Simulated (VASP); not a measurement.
A run of VASP 6.6.1 is set up as follows.

The input INCAR:

```
SYSTEM = Cu3Au
ALGO = Fast ; EDIFF = 1E-7
EDIFFG = -0.005 ; ENCUT = 600
GGA = PE ; IBRION = 2
ISIF = 3 ; ISMEAR = 0
LASPH = .True. ; LCHARG = .False.
LREAL = .False. ; LWAVE = .False.
NELM = 100 ; NSW = 100
PREC = Accurate ; SIGMA = 0.1
```

The input KPOINTS:

```
k-points
0
Gamma
  12 12 12
  0 0 0
```

Contents of POSCAR:

```
Cu3Au
1.0
    3.7400000000      0.0000000000      0.0000000000
    0.0000000000      3.7400000000      0.0000000000
    0.0000000000      0.0000000000      3.7400000000
Cu Au
3 1
Direct
    0.0000000000      0.5000000000      0.5000000000
    0.5000000000      0.0000000000      0.5000000000
    0.5000000000      0.5000000000      0.0000000000
    0.0000000000      0.0000000000      0.0000000000
```

Potentials or basis: VASP PAW PBE potentials, release 64 (Cu, Au).

Launch:

```bash
$ cat potpaw_PBE.64/Cu/POTCAR potpaw_PBE.64/Au/POTCAR > POTCAR
$ mpirun -np 1 vasp_std > vasp.out
```

**Question.** What does it give for the relaxed volume?

**Answer.** 13.53 Å³/atom.

**Question.** Predict the relaxed cell.

**Answer.** a = 3.783 Å, b = 3.783 Å, c = 3.783 Å, α = 90.00°, β = 90.00°, γ = 90.00°.

**Question.** Estimate the band gap on the k mesh.

**Answer.** None (metal or under the smearing width).

**Question.** Estimate the space group after relaxing (to 0.05 Å).

**Answer.** Pm-3m (No. 221).

Final structure:
```cif
data_structure
_symmetry_space_group_name_H-M 'P 1'
_symmetry_Int_Tables_number 1
_cell_length_a 3.7829
_cell_length_b 3.7829
_cell_length_c 3.7829
_cell_angle_alpha 90.000
_cell_angle_beta 90.000
_cell_angle_gamma 90.000
_cell_volume 54.13
loop_
_atom_site_label
_atom_site_type_symbol
_atom_site_fract_x
_atom_site_fract_y
_atom_site_fract_z
_atom_site_occupancy
Cu1 Cu 0.00000 0.50000 0.50000 1
Cu2 Cu 0.50000 0.00000 0.50000 1
Cu3 Cu 0.50000 0.50000 0.00000 1
Au1 Au 0.00000 0.00000 0.00000 1
```

Spin-orbit coupling is left out, which matters for the levels of Au. Zero-point motion and thermal expansion aren't in these numbers.
